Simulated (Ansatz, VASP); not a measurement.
# Au: VASP beside Ansatz

```
CELL_PARAMETERS angstrom
0.00000 2.03500 2.03500
2.03500 0.00000 2.03500
2.03500 2.03500 0.00000
ATOMIC_POSITIONS crystal
Au 0.00000 0.00000 0.00000
```

Alike in both runs: task relaxation of cell and atoms; functional PBE; k mesh 11 × 11 × 11; occupations fermi-dirac, width 0.05 eV; no spin polarisation.

|  | VASP | Ansatz |
| --- | --- | --- |
| version | VASP 6.6.1 | Ansatz 0.2.0 |
| potentials or method | VASP PAW PBE potentials, release 64 (Au), cutoff 600 eV | all-electron LAPW, scalar-relativistic |

Ansatz gave:

* relaxed volume (Å³/atom): 17.96
* relaxed cell length with the largest relative difference (Å): 2.940
* energy change over the relaxation (meV/atom): -34

Problem. What did VASP give for the same quantities?

Solution. Relaxed volume (Å³/atom): 17.94; relaxed cell length with the largest relative difference (Å): 2.938; energy change over the relaxation (meV/atom): -33.

Ansatz ran all-electron here, so the differences hold the error of VASP's frozen core and of both bases.

The runs have no spin-orbit coupling, so splittings on Au are missing. PBE usually gives volumes a little too large and moduli too small. Zero-point motion and thermal expansion aren't in these numbers.
